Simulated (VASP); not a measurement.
Crystal: BN.

```
N B
1.0
     1.25112    0.72234    3.37293
    -1.25112    0.72234    3.37293
     0.00000   -1.44467    3.37293
N B
1 1
Cartesian
  0.0000 0.0000 6.7517
  0.0000 0.0000 0.0033
```

The cell is a database's computed one.

```yaml
Program: VASP 6.6.1
Task: relaxation of cell and atoms
Functional: BLYP
Potentials_or_basis: VASP PAW PBE potentials, release 64 (N, B)
Cutoff: 600 eV
k_mesh: 12 × 12 × 12
Occupations: fermi-dirac, width 0.05 eV
Spin: no spin polarisation
```

At the start: pressure 5.2 GPa; volume 9.14 Å³/atom.

Where does the relaxation end?

Over 11 steps the energy falls by 18.9 meV/atom and the volume is 10.96 Å³/atom (+19.8 %); space group R3m (No. 160, to 0.05 Å).

The path:
```csv
step,energy change (eV),largest force (eV/Å),pressure (GPa),volume (Å³)
1,0.0000,0.0004,5.23,18.29
2,0.0052,0.0010,-5.80,19.09
3,-0.0055,0.0002,0.41,18.62
4,-0.0096,0.0040,0.35,18.81
5,-0.0198,0.0131,0.26,19.39
6,-0.0325,0.0245,0.20,20.56
7,-0.0343,0.0344,-0.16,22.87
8,-0.0376,0.0302,0.13,21.64
9,-0.0378,0.0312,0.09,21.89
10,-0.0370,0.1241,-0.90,22.01
11,-0.0378,0.0041,-0.07,21.91
```

Final structure:
```
N B
1.0
     1.25875    0.72674    3.99255
    -1.25875    0.72674    3.99255
     0.00000   -1.45348    3.99255
N B
1 1
Cartesian
  0.0000 0.0000 7.9908
  0.0000 0.0000 0.0050
```

Caveat: the volume moved by over 15 % at a fixed basis, so the end points are rough; the PAW data sets were made with another functional, which shifts forces and pressure a little.
